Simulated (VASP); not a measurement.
# PbS (R3m) in VASP: single point with PBE

Aim: the single point of PbS with PBE.

All numbers are computed with VASP 6.6.1; they aren't measurements. Logs are shortened: lines on timing, memory, paths and dates and some standing lists are left out, and cuts for length are marked.

## (1) Starting point

It takes space group R3m (No. 160, trigonal). The conventional cell has a = 4.225 Å, b = 4.225 Å, c = 10.356 Å, α = 90.00°, β = 90.00°, γ = 120.00°. Around Pb (site symmetry 3m) lie 6 S at 2.96 to 3.02 Å. S (site symmetry 3m) has 6 Pb at 2.96 to 3.02 Å as nearest neighbours.

The cell is a database's computed one.

## (2) Single point, PBE

INCAR reads:

```
SYSTEM = PbS
ALGO = Fast ; EDIFF = 1E-7
ENCUT = 520 ; GGA = PE
ISIF = 2 ; ISMEAR = 0
LASPH = .TRUE. ; LCHARG = .FALSE.
LREAL = .FALSE. ; LWAVE = .FALSE.
NBANDS = 17 ; NELM = 100
PREC = Accurate ; SIGMA = 0.1
```

KPOINTS reads:

```
k-points
0
G
  6 6 6
  0 0 0
```

POSCAR reads:

```
PbS
1.0
    2.1126620000      1.2197460000      3.4519160000
   -2.1126620000      1.2197460000      3.4519160000
    0.0000000000     -2.4394920000      3.4519160000
Pb S
1 1
Direct
    0.9805660000      0.9805660000      0.9805660000
    0.4750360000      0.4750360000      0.4750360000
```

Potentials or basis: VASP PAW PBE potentials, release 64 (Pb_d, S).

The run is started by

```bash
> cat potpaw_PBE.64/Pb_d/POTCAR potpaw_PBE.64/S/POTCAR > POTCAR
> mpirun -np 1 vasp_std > vasp.out
```

OUTCAR:

```text
SYSTEM = PbS
   EDIFF = 1E-7
   ENCUT = 520
   GGA = PE
   ISIF = 2
   ISMEAR = 0
   LASPH = .TRUE.
   LREAL = .FALSE.
   NELM = 100
   PREC = Accurate

 ion  position               nearest neighbor table
   1  0.981  0.981  0.981-   2 2.96   2 2.96   2 2.96   2 3.02   2 3.02   2 3.02
   2  0.475  0.475  0.475-   1 2.96   1 2.96   1 2.96   1 3.02   1 3.02   1 3.02

  LATTYP: Found a trigonal (rhomboedric) cell.
 ALAT       =     4.2269191028
 COS(alpha) =     0.5003772834

  Lattice vectors:

 A1 = (   2.1126620000,   1.2197460000,   3.4519160000)
 A2 = (  -2.1126620000,   1.2197460000,   3.4519160000)
 A3 = (   0.0000000000,  -2.4394920000,   3.4519160000)

Analysis of symmetry for initial positions (statically):
=====================================================================
 Subroutine PRICEL returns:
 Original cell was already a primitive cell.

 Routine SETGRP: Setting up the symmetry group for a
 trigonal (rhombohedral) supercell.

 Subroutine GETGRP returns: Found  6 space group operations
 (whereof  6 operations were pure point group operations)
 out of a pool of 12 trial point group operations.

The static configuration has the point symmetry C_3v.

Analysis of symmetry for dynamics (positions and initial velocities):
=====================================================================
 Subroutine PRICEL returns:
 Original cell was already a primitive cell.

 Routine SETGRP: Setting up the symmetry group for a
 trigonal (rhombohedral) supercell.

 Subroutine GETGRP returns: Found  6 space group operations
 (whereof  6 operations were pure point group operations)
 out of a pool of 12 trial point group operations.

The dynamic configuration has the point symmetry C_3v.

 Subroutine INISYM returns: Found  6 space group operations
 (whereof  6 operations are pure point group operations),
 and found     1 'primitive' translations

----------------------------------------------------------------------------------------

                                     Primitive cell

  volume of cell :      53.3717

  direct lattice vectors                    reciprocal lattice vectors
     2.112662000  1.219746000  3.451916000     0.236668241  0.136640470  0.096564729
    -2.112662000  1.219746000  3.451916000    -0.236668241  0.136640470  0.096564729
     0.000000000 -2.439492000  3.451916000     0.000000000 -0.273280940  0.096564729

  length of vectors
     4.226919103  4.226919103  4.226919125     0.289839993  0.289839993  0.289839989

  position of ions in fractional coordinates (direct lattice)
     0.980566000  0.980566000  0.980566000
     0.475036000  0.475036000  0.475036000

  ion indices of the primitive-cell ions
   primitive index   ion index
                 1           1
                 2           2

----------------------------------------------------------------------------------------

 KPOINTS: k-points

Automatic generation of k-mesh.
 Grid dimensions read from file:
 generate k-points for:    6    6    6

 Generating k-lattice:

  Cartesian coordinates                     Fractional coordinates (reciprocal lattice)
     0.039444707  0.022773412  0.016094122     0.166666667  0.000000000  0.000000000
    -0.039444707  0.022773412  0.016094122     0.000000000  0.166666667  0.000000000
     0.000000000 -0.045546823  0.016094122     0.000000000  0.000000000  0.166666667

  Length of vectors
     0.048306665  0.048306665  0.048306665

  Shift w.r.t. Gamma in fractional coordinates (k-lattice)
     0.000000000  0.000000000  0.000000000

 Subroutine IBZKPT returns following result:
 ===========================================

 Found     32 irreducible k-points:

 Following reciprocal coordinates:
            Coordinates               Weight
  0.000000  0.000000  0.000000      1.000000
  0.166667 -0.000000 -0.000000      6.000000
  0.333333 -0.000000 -0.000000      6.000000
  0.500000 -0.000000  0.000000      3.000000
  0.166667  0.166667  0.000000      6.000000
  0.333333  0.166667  0.000000     12.000000
[... 16 lines left out ...]
  0.500000  0.500000  0.166667      6.000000
 -0.333333  0.500000  0.166667     12.000000
 [... further k-points ...]
   k-points           NKPTS =     32   k-points in BZ     NKDIM =     32   number of bands    NBANDS=     17
   number of dos      NEDOS =    301   number of ions     NIONS =      2
   total plane-waves  NPLWV =  32768
   dimension x,y,z NGX =    32 NGY =   32 NGZ =   32
   dimension x,y,z NGXF=    64 NGYF=   64 NGZF=   64
   ions per type =               1   1
   NGX,Y,Z   is equivalent  to a cutoff of  12.59, 12.59, 12.59 a.u.
   NGXF,Y,Z  is equivalent  to a cutoff of  25.17, 25.17, 25.17 a.u.
 SYSTEM =  PbS
   PREC   = accura    normal or accurate (medium, high low for compatibility)
   ISTART =      0    job   : 0-new  1-cont  2-samecut
   ICHARG =      2    charge: 1-file 2-atom 10-const
   ISPIN  =      1    spin polarized calculation?
   LNONCOLLINEAR =      F non collinear calculations
   LSORBIT =      F    spin-orbit coupling
   LASPH  =      T    aspherical Exc in radial PAW
   ENCUT  =  520.0 eV  38.22 Ry    6.18 a.u.   7.86  7.86  7.86*2*pi/ulx,y,z
   NELM   =    100;   NELMIN=  2; NELMDL= -5     # of ELM steps
   EDIFF  = 0.1E-06   stopping-criterion for ELM
   LREAL  =      F    real-space projection
   EDIFFG = 0.1E-05   stopping-criterion for IOM
   NSW    =      0    number of steps for IOM
   IBRION =     -1    ionic relax: 0-MD 1-quasi-New 2-CG
   NFREE  =      0    steps in history (QN), initial steepest desc. (CG)
   ISIF   =      2    stress and relaxation
   ISYM   =      2    0-nonsym 1-usesym 2-fastsym
   POTIM  = 0.5000    time-step for ionic-motion
   TEBEG  =    0.0;   TEEND  =   0.0 temperature during run
   PSTRESS=    0.0 pullay stress
   NELECT =      20.0000    total number of electrons
   NUPDOWN=      -1.0000    fix difference up-down
   EMIN   =  10.00;   EMAX   =-10.00  energy-range for DOS
   EFERMI =   0.00;   METHOD = LEGACY
   ISMEAR =     0;   SIGMA  =   0.10  broadening in eV -4-tet -1-fermi 0-gaus
   EFERMI_NEDOS =   21; number of points for ismear=-14 and -15
   IALGO  =     68    algorithm
   IMIX   =      4    mixing-type and parameters
     AMIX     =   0.40;   BMIX     =  1.00
     AMIX_MAG =   1.60;   BMIX_MAG =  1.00
  volume/ion in A,a.u.               =      26.69       180.08
  Fermi-wavevector in a.u.,A,eV,Ry     =   1.180270  2.230386 18.953408  1.393036
  Thomas-Fermi vector in A             =   2.316565
   LORBIT       =      0    0 simple, 1 ext, 2 COOP (PROOUT), +10 PAW based schemes
   GGA     = PE    functional components
   LHFCALC =     F    Hartree Fock is set to
   AEXX    =    0.0000 exact exchange contribution
   IVDW    =     0    specifies the selected vdW correction
   LEPSILON=     F    determine dielectric tensor
   LRPA    =     F    only Hartree local field effects (RPA)
 non-spin polarized calculation
 RMM-DIIS sequential band-by-band and
 Gauss-broadening in eV      SIGMA  =   0.10
  energy-cutoff  :      520.00
  volume of cell :       53.37
 maximum number of plane-waves:      1459
   NGX = 15   NGY = 15   NGZ = 15

 number of electron      20.0000002 magnetization

 Free energy of the ion-electron system (eV)
  ---------------------------------------------------
  ext. energy  EPLUGINS =         0.00000000
  ---------------------------------------------------
  free energy    TOTEN  =        -8.76865741 eV

  energy without entropy =       -8.76864921  energy(sigma->0) =       -8.76865331

 E-fermi :   5.7246     XC(G=0):  -9.5759

 val. band max:        5.4938549200   @ k =   0.5000  -0.0000   0.0000
 cond. band min:       5.9552655772   @ k =   0.5000  -0.0000   0.0000
 fundamental gap:      0.4614106572
 Fermi energy:         5.7245529891

 k-point     1 :       0.0000    0.0000    0.0000
  band No.  band energies     occupation
      1     -11.2606      2.00000
      2     -11.2603      2.00000
      3     -11.2603      2.00000
      4     -11.2439      2.00000
      5     -11.2439      2.00000
      6      -7.8752      2.00000
[... 9 lines left out ...]
     16      12.3425      0.00000
     17      14.2556      0.00000

 k-point     2 :       0.1667   -0.0000   -0.0000
  band No.  band energies     occupation
      1     -11.2592      2.00000
      2     -11.2577      2.00000
      3     -11.2574      2.00000
      4     -11.2431      2.00000
      5     -11.2430      2.00000
      6      -7.6501      2.00000
[... 9 lines left out ...]
     16      12.9110      0.00000
     17      16.2202      0.00000

 k-point     3 :       0.3333   -0.0000   -0.0000
  band No.  band energies     occupation
      1     -11.2688      2.00000
      2     -11.2681      2.00000
      3     -11.2574      2.00000
      4     -11.2253      2.00000
      5     -11.2250      2.00000
      6      -7.0828      2.00000
[... 9 lines left out ...]
     16      14.2972      0.00000
     17      17.6635      0.00000

 k-point     4 :       0.5000   -0.0000    0.0000
  band No.  band energies     occupation
      1     -11.2754      2.00000
      2     -11.2746      2.00000
      3     -11.2569      2.00000
      4     -11.2152      2.00000
      5     -11.2149      2.00000
      6      -6.6890      2.00000
[... 9 lines left out ...]
     16      15.6858      0.00000
     17      16.0298      0.00000
[... 343 lines left out ...]
      1     -11.3140      2.00000
      2     -11.2610      2.00000
      3     -11.2487      2.00000
      4     -11.2222      2.00000
      5     -11.2196      2.00000
      6      -6.6467      2.00000
[... 9 lines left out ...]
     16      16.1195      0.00000
     17      16.4631      0.00000

 k-point    23 :       0.5000    0.5000    0.1667
  band No.  band energies     occupation
      1     -11.3519      2.00000
      2     -11.2724      2.00000
      3     -11.2320      2.00000
      4     -11.2153      2.00000
      5     -11.2091      2.00000
      6      -6.4095      2.00000
[... 9 lines left out ...]
     16      16.8770      0.00000
     17      17.3464      0.00000

 k-point    24 :      -0.3333    0.5000    0.1667
  band No.  band energies     occupation
      1     -11.3530      2.00000
      2     -11.2645      2.00000
      3     -11.2351      2.00000
      4     -11.2250      2.00000
      5     -11.2045      2.00000
      6      -6.2673      2.00000
[... 9 lines left out ...]
     16      17.3019      0.00000
     17      17.8873      0.00000

 [... further k-points ...]

------------------------ aborting loop because EDIFF is reached ----------------------------------------

  FORCE on cell =-STRESS in cart. coord.  units (eV):
  Direction    XX          YY          ZZ          XY          YZ          ZX
  --------------------------------------------------------------------------------------
  -------------------------------------------------------------------------------------
  Total        0.2792430      0.2792431      0.2829019      0.0000000      0.0000000      0.0000000
  in kB        8.3826638      8.3826641      8.4924985      0.0000000      0.0000000      0.0000000
  external PRESSURE =       8.4192755 kB  Pullay stress =       0.0000000 kB

 VOLUME and BASIS-vectors are now :
 -----------------------------------------------------------------------------
  energy-cutoff  :      520.00
  volume of cell :       53.37
      direct lattice vectors                 reciprocal lattice vectors
     2.112662000  1.219746000  3.451916000     0.236668241  0.136640470  0.096564729
    -2.112662000  1.219746000  3.451916000    -0.236668241  0.136640470  0.096564729
     0.000000000 -2.439492000  3.451916000     0.000000000 -0.273280940  0.096564729

 POSITION                                       TOTAL-FORCE (eV/Angst)
 -----------------------------------------------------------------------------------
      0.00000      0.00000     10.15449         0.000000      0.000000     -0.012172
      0.00000      0.00000      4.91935         0.000000      0.000000      0.012172
 -----------------------------------------------------------------------------------
    total drift:                               -0.000000     -0.000000      0.000090

  FREE ENERGIE OF THE ION-ELECTRON SYSTEM (eV)
  ---------------------------------------------------
  free  energy   TOTEN  =        -8.7686574060 eV

  energy  without entropy=       -8.7686492118  energy(sigma->0) =       -8.76865331
```

Run time: 28 s. Hardware: 1 thread of Intel Xeon Platinum 8488C (Sapphire Rapids), shared host; peak memory 0.18 GiB.

Results:

```
Free energy            : -8.7687 eV
Pressure               : 0.8 GPa
Largest force          : 0.012 eV/Å
Band gap on the k mesh : 0.46 eV, direct
```

Forces in eV/Å, atoms in the order of the input:
```
Pb   0.000  0.000 -0.012
S    0.000  0.000  0.012
```

Levels at points of the mesh, in eV from the valence-band top:
| k point | band 7 | band 8 | band 9 | band 10 | band 11 | band 12 | band 13 | band 14 |
| --- | --- | --- | --- | --- | --- | --- | --- | --- |
| (0.00, 0.00, 0.00) | -6.04 | -2.03 | -2.03 | -2.03 | 5.14 | 5.17 | 5.17 | 6.83 |
| (0.50, 0.00, 0.00) | -8.69 | -1.67 | -1.67 | 0.00 | 0.46 | 2.05 | 2.06 | 8.66 |
| (0.50, 0.50, 0.00) | -7.14 | -4.97 | -3.27 | -3.26 | 3.97 | 5.53 | 5.63 | 5.65 |
| (0.50, 0.50, 0.50) | -8.68 | -1.66 | -1.66 | -0.03 | 0.49 | 2.05 | 2.05 | 8.65 |

Caveat: spin-orbit coupling is left out, which as a rule narrows the gap of such compounds by several tenths of an eV. A k mesh can miss the band edges.
